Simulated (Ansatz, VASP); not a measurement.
One calculation of BiTe, two programs

The input INCAR:

```
PREC = Accurate ; ENCUT = 520
EDIFF = 1E-6 ; ISMEAR = -1
SIGMA = 0.1 ; LREAL = False
LASPH = True ; NELM = 80
ALGO = Normal ; ISIF = 2
LWAVE = False ; LCHARG = False
GGA = PE ; NBANDS = 18
```

File KPOINTS:

```
Automatic mesh
0
Gamma
  9 9 9
```

The input POSCAR:

```
BiTe
1.0
    0.0000000000      3.2350000000      3.1271666667
    3.2350000000      0.0000000000      3.1271666667
    3.2350000000      3.2350000000      0.0000000000
Bi Te
1 1
Direct
    0.0000000000      0.0000000000      0.0000000000
    0.5000000000      0.5000000000      0.5000000000
```

Input for Ansatz:

```yaml
crystal:
  lattice:
    - [0.0, 3.235, 3.1271666666666667]
    - [3.235, 0.0, 3.1271666666666667]
    - [3.235, 3.235, 0.0]
  atoms:
    - { symbol: Bi, position: [0.0, 0.0, 0.0] }
    - { symbol: Te, position: [0.5, 0.5, 0.5] }
basis:
  ecutwfc: 520.0
kpoints:
  mp_grid:
    grid: [9, 9, 9]
hamiltonian:
  xc: pbe
scf:
  occupations:
    method: fermi_dirac
    width: 0.1
output:
  stress: true
```

Alike in both runs: task single point; functional PBE; k mesh 9 × 9 × 9; occupations fermi-dirac, width 0.1 eV; no spin polarisation.

```csv
,VASP,Ansatz
version,VASP 6.6.1,Ansatz 0.2.0
potentials or method,"VASP PAW PBE potentials, release 64 (Bi_d, Te)","plane waves, PAW"
plane-wave cutoff (eV),520,520
valence electrons in the cell,21,31
```

```tsv
	VASP	Ansatz	Ansatz less VASP
pressure (GPa)	2.7	2.8	+0.06
largest component of the traceless stress (GPa)	2.19	2.20	+0.002
```

The two sets of potentials don't hold the same shells in valence.
